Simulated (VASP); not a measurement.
# Settings for Au: band structure

Au, Im-3m (no. 229), 1 atom in the cell. RPBE; PAW potentials Au (PBE set). VASP 6.6.1.

Wanted: band energies at the path's corners within 0.1 eV.

What the run is for: bands; Accuracy asked: screening; Route: KPOINTS_OPT.

Band energies at the path's corners: counted from the Fermi level of the mesh, whose own shifts they hold.

POSCAR:
```
Au
1.0
   -1.6572690000      1.6572690000      1.6572690000
    1.6572690000     -1.6572690000      1.6572690000
    1.6572690000      1.6572690000     -1.6572690000
Au
1
Direct
    0.0000000000      0.0000000000      0.0000000000
```

The series start from Plane-wave cutoff (eV): 260; Smearing width (eV): 0.03; k-point mesh: 13 × 13 × 13; Precision mode (PREC): Accurate; Bands in all (NBANDS): 20; Highest l that the mixer handles (LMAXMIX): 4. Each series keeps the choices made before it, and each single choice may use up half of a tolerance.

## Plane-wave cutoff (eV)

| Plane-wave cutoff (eV) | Band energies at the path's corners, largest deviation (eV) | Time (s) |
|---|---|---|
| 180 | 0.26 | 4.5 |
| 230 | 0.03 | 5.1 |
| 260 | 0.02 | 5.8 |
| 300 | 0.01 | 5.5 |
| 370 | 0.00 | 11 |
| 460 (reference) | 0.00 | 14 |

## Smearing width (eV)

| Smearing width (eV) | Band energies at the path's corners, largest deviation (eV) | Time (s) |
|---|---|---|
| 0.15 | 0.00 | 4.9 |
| 0.1 | 0.02 | 4.1 |
| 0.07 | 0.02 | 4.3 |
| 0.05 | 0.01 | 4.0 |
| 0.03 | 0.00 | 5.1 |
| 0.02 (reference) | 0.00 | 5.6 |

## k-point mesh

| k-point mesh | Band energies at the path's corners, largest deviation (eV) | Time (s) |
|---|---|---|
| 5 × 5 × 5 | 0.17 | 2.4 |
| 6 × 6 × 6 | 0.25 | 2.4 |
| 8 × 8 × 8 | 0.15 | 2.8 |
| 10 × 10 × 10 | 0.11 | 3.4 |
| 13 × 13 × 13 | 0.10 | 4.9 |
| 15 × 15 × 15 | 0.07 | 5.7 |
| 18 × 18 × 18 | 0.03 | 6.9 |
| 22 × 22 × 22 | 0.01 | 11 |
| 26 × 26 × 26 (reference) | 0.00 | 16 |

## Precision mode (PREC)

| Precision mode (PREC) | Band energies at the path's corners, largest deviation (eV) | Time (s) |
|---|---|---|
| SingleN | 0.00 | 5.9 |
| Normal | 0.00 | 5.6 |
| Accurate (reference) | 0.00 | 6.9 |

## Bands in all (NBANDS)

| Bands in all (NBANDS) | Band energies at the path's corners, largest deviation (eV) | Time (s) |
|---|---|---|
| 11 | 0.00 | 4.1 |
| 12 | 0.00 | 3.7 |
| 13 | 0.00 | 3.9 |
| 15 | 0.00 | 4.7 |
| 20 | 0.00 | 5.9 |
| 30 (reference) | 0.00 | 8.3 |

## Highest l that the mixer handles (LMAXMIX)

| Highest l that the mixer handles (LMAXMIX) | Band energies at the path's corners, largest deviation (eV) | Time (s) |
|---|---|---|
| 4 | 0.00 | 4.1 |
| 2 | 0.00 | 3.3 |
| 6 | 0.00 | 3.4 |

## Question

The rows run from the loosest to the tightest (no order: highest l that the mixer handles). For each series: choose the loosest value from which every tighter one stays within half of the tolerance; where there is no order, keep the first row unless others stay within half of the tolerance and take at least 30 % less time, and then take the fastest.

## Answer

- Plane-wave cutoff (eV): 230
- Smearing width (eV): 0.15
- k-point mesh: 18 × 18 × 18
- Precision mode (PREC): SingleN
- Bands in all (NBANDS): 11
- Highest l that the mixer handles (LMAXMIX): 4

## All choices together

| Input | Band energies at the path's corners, largest deviation (eV) | Time (s) |
|---|---|---|
| the program's defaults (naive) | 0.27 | 1.4 |
| chosen settings | 0.03 | 4.1 |
| reference settings throughout | 0.00 | 88 |

The tolerance is met.

## The input

INCAR:
```
SYSTEM = Au
GGA = RP ; ISMEAR = -1
SIGMA = 0.15 ; LWAVE = .FALSE.
LCHARG = .FALSE. ; NBANDS = 11
PREC = SingleN ; LASPH = .TRUE.
LREAL = .FALSE. ; ALGO = Normal
EDIFF = 1E-6 ; NELM = 120
GGA_COMPAT = .FALSE. ; ENCUT = 230
LMAXMIX = 4
```

KPOINTS:
```
Automatic mesh
0
Gamma
  18 18 18
  0 0 0
```

KPOINTS_OPT:
```
path GHNGPH,PN
12
line-mode
reciprocal
 0.0000000000  0.0000000000  0.0000000000  G
 0.5000000000 -0.5000000000  0.5000000000  H

 0.5000000000 -0.5000000000  0.5000000000  H
 0.0000000000  0.0000000000  0.5000000000  N

 0.0000000000  0.0000000000  0.5000000000  N
 0.0000000000  0.0000000000  0.0000000000  G

 0.0000000000  0.0000000000  0.0000000000  G
 0.2500000000  0.2500000000  0.2500000000  P

 0.2500000000  0.2500000000  0.2500000000  P
 0.5000000000 -0.5000000000  0.5000000000  H

 0.2500000000  0.2500000000  0.2500000000  P
 0.0000000000  0.0000000000  0.5000000000  N
```

Commands:
```
cat potpaw_PBE.64/Au/POTCAR > POTCAR
mpirun -np 1 vasp_std > vasp.out
```

Limits: Spin-orbit coupling is off, though it shifts bands of the heavy elements by a tenth of an eV or more.

The chosen input took VASP 6.6.1 4.1 s on 1 core (Intel Xeon 6975P-C (Granite Rapids)), a shared host.

## An input that fails: fixed density asked without a density file

VASP's message: ERROR: charge density could not be read from file CHGCAR for ICHARG>10.

Changes against the starting input:
```
- NELM = 120
+ NELM = 50
+ ICHARG = 11
```
